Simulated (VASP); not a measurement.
A calculation with VASP 6.6.1 of Cd (ASE script, structure typed inline):

run.py

```python
from ase import Atoms
from ase.calculators.vasp import Vasp
from ase.dft.bandgap import bandgap

atoms = Atoms(
    ['Cd'],
    cell=[[1.6080291515, 0.9283960635, 2.44928741], [-1.6080291515, 0.9283960635, 2.44928741], [0.0, -1.856792127, 2.44928741]],
    scaled_positions=[[0.0, 0.0, 0.0]],
    pbc=True,
)
calc = Vasp(
    directory='calc',
    xc='lda',
    pp='LDA',
    setups='recommended',
    pp_version='54',
    prec='Accurate',
    encut=520,
    ediff=1e-06,
    ismear=0,
    sigma=0.1,
    lreal=False,
    lasph=True,
    nelm=100,
    algo='Normal',
    isif=2,
    lwave=False,
    lcharg=False,
    kpts=[10, 10, 10],
    gamma=True,
)
atoms.calc = calc

print('energy (eV):', atoms.get_potential_energy())
print('free energy (eV):', atoms.get_potential_energy(force_consistent=True))
print('forces (eV/A):')
print(atoms.get_forces())
print('stress (eV/A^3, Voigt):', atoms.get_stress())
print('Fermi level (eV):', calc.get_fermi_level())
gap, top, bottom = bandgap(calc)
print('band gap (eV):', gap, 'from (spin, k, band)', top, 'to', bottom)
```

Potentials or basis: VASP PAW LDA potentials, release 54 (Cd).

Command:

```sh
$ python run.py
```

This isn't the form of Cd at room conditions, which is hcp.

Task: Write the same calculation in another form: native input, structure from a POSCAR.

Result: As run:

The input INCAR:

```
SYSTEM = Cd
PREC     = Accurate       ! precision mode
ENCUT    = 520            ! plane-wave cutoff, eV
EDIFF    = 1E-6           ! SCF threshold, eV
ISMEAR   = 0              ! smearing method
SIGMA    = 0.1            ! smearing width, eV
LREAL    = .False.        ! projectors in reciprocal space
LASPH    = .True.         ! aspherical terms in the spheres
NELM     = 100            ! most SCF steps
ALGO     = Normal         ! electronic algorithm
ISIF     = 2              ! what is computed and relaxed
LWAVE    = .False.        ! write WAVECAR
LCHARG   = .False.        ! write CHGCAR
```

Contents of KPOINTS:

```
Automatic mesh
0
Gamma
  10 10 10
  0 0 0
```

POSCAR

```
Cd
1.0
    1.6080291515      0.9283960635      2.4492874100
   -1.6080291515      0.9283960635      2.4492874100
    0.0000000000     -1.8567921270      2.4492874100
Cd
1
Cartesian
    0.0000000000      0.0000000000      0.0000000000
```

Potentials or basis: VASP PAW LDA potentials, release 54 (Cd).

The run is started by

```bash
$ cat potpaw_LDA.54/Cd/POTCAR > POTCAR
$ mpirun -np 1 vasp_std > vasp.out
```

Both were run:

|  | ASE script, structure typed inline | native input, structure from a POSCAR |
| --- | --- | --- |
| Pressure | -4.5 GPa | -4.5 GPa |
| Band gap on the k mesh | none (metal or under the smearing width) | none (metal or under the smearing width) |

Keys that steer only the numerical path or the files written may differ.
